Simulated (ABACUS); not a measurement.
Set up this calculation in ABACUS 3.10.1, as an ASE script.

| Property | Result |
| --- | --- |
| Task | single point |
| Functional | PBEsol |
| Potentials or basis | PseudoDojo NC SR 0.5 PBE stringent |
| Cutoff | 1211 eV |
| Density cutoff | 4844 eV |
| Basis | plane waves |
| k mesh | 10 × 10 × 10 |
| Occupations | fermi-dirac, width 0.05 eV |
| Spin | no spin polarisation |
| Radial cutoff of the potentials (pseudo_rcut) | 10 bohr |
| SCF threshold on the density | 1e-08 |
| Max SCF steps | 100 |
| Eigensolver | dav |
| Mixing | broyden |
| Mixing share | 0.7 |
| Symmetry key | 1 |

The structure of Rh lies in Rh.xyz:

```xyz
1
Lattice="0.0000000000 1.8978500000 1.8978500000 1.8978500000 0.0000000000 1.8978500000 1.8978500000 1.8978500000 0.0000000000" Properties=species:S:1:pos:R:3 pbc="T T T"
Rh     0.0000000000      0.0000000000      0.0000000000
```

The input as run:

run_abacus.py

```python
"""ABACUS run from a structure file: ASE reads it, the script writes STRU, KPT and INPUT."""
import re
import subprocess
from ase.io import read
from ase.units import Bohr

atoms = read("Rh.xyz")
atoms = atoms[(-atoms.numbers).argsort(kind="stable")]  # ABACUS lists atoms element by element
pseudo = {'Rh': 'Rh.upf'}
orbital = {}
magmoms = None
kmesh = [10, 10, 10]
params = {
    'suffix': 'Rh',
    'calculation': 'scf',
    'basis_type': 'pw',
    'pseudo_dir': './',
    'symmetry': 1,
    'dft_functional': 'pbesol',
    'ecutwfc': 89,
    'pseudo_rcut': 10,
    'nspin': 1,
    'nbands': 19,
    'ks_solver': 'dav',
    'smearing_method': 'fd',
    'smearing_sigma': 0.00367493,
    'scf_thr': 1e-08,
    'scf_nmax': 100,
    'mixing_type': 'broyden',
    'mixing_beta': 0.7,
    'cal_force': 1,
    'cal_stress': 1,
    'out_chg': 1,
    'kpar': 4,
}

symbols = atoms.get_chemical_symbols()
elements = list(dict.fromkeys(symbols))
lines = ["ATOMIC_SPECIES"] + [f"{e} {atoms.get_masses()[symbols.index(e)]:.4f} {pseudo[e]}" for e in elements]
if orbital:
    lines += ["", "NUMERICAL_ORBITAL"] + [orbital[e] for e in elements]
lines += ["", "LATTICE_CONSTANT", f"{1 / Bohr:.10f}", "", "LATTICE_VECTORS"]
lines += [" ".join(f"{x:.10f}" for x in v) for v in atoms.cell]
lines += ["", "ATOMIC_POSITIONS", "Direct"]
for e in elements:
    lines += ["", e, "0.0", str(symbols.count(e))]
    for i, p in enumerate(atoms.get_scaled_positions(wrap=False)):
        if symbols[i] == e:
            mag = "" if magmoms is None else " mag " + " ".join(str(x) for x in (magmoms[i] if isinstance(magmoms[i], list) else [magmoms[i]]))
            lines.append(" ".join(f"{x:.10f}" for x in p) + " 1 1 1" + mag)
open("STRU", "w").write("\n".join(lines) + "\n")
open("KPT", "w").write("K_POINTS\n0\nGamma\n%d %d %d 0 0 0\n" % tuple(kmesh))
open("INPUT", "w").write("INPUT_PARAMETERS\n" + "".join(f"{k:<20s}{v}\n" for k, v in params.items()))

done = subprocess.run(['mpirun', '-np', '4', 'abacus'])
if done.returncode:
    raise SystemExit(done.returncode)
log = open("OUT.Rh/running_scf.log").read()
print("final energy (eV):", re.findall(r"FINAL_ETOT_IS (\S+)", log))
```

Potentials or basis: PseudoDojo NC SR 0.5 PBE stringent, plane waves.

The run is started by

```sh
$ OMP_NUM_THREADS=1 python run_abacus.py > log
```

Results of the run:

```json
{"Pressure": "-3.0 GPa", "Band gap on the k mesh": "none (metal or under the smearing width)"}
```

Caveat: the potentials were made for another functional, which shifts forces and pressure.

It took 3.9 s on 4 MPI ranks on Intel(R) Xeon(R) Platinum 8488C (Sapphire Rapids), on a shared host, peak memory 0.32 GiB a rank.
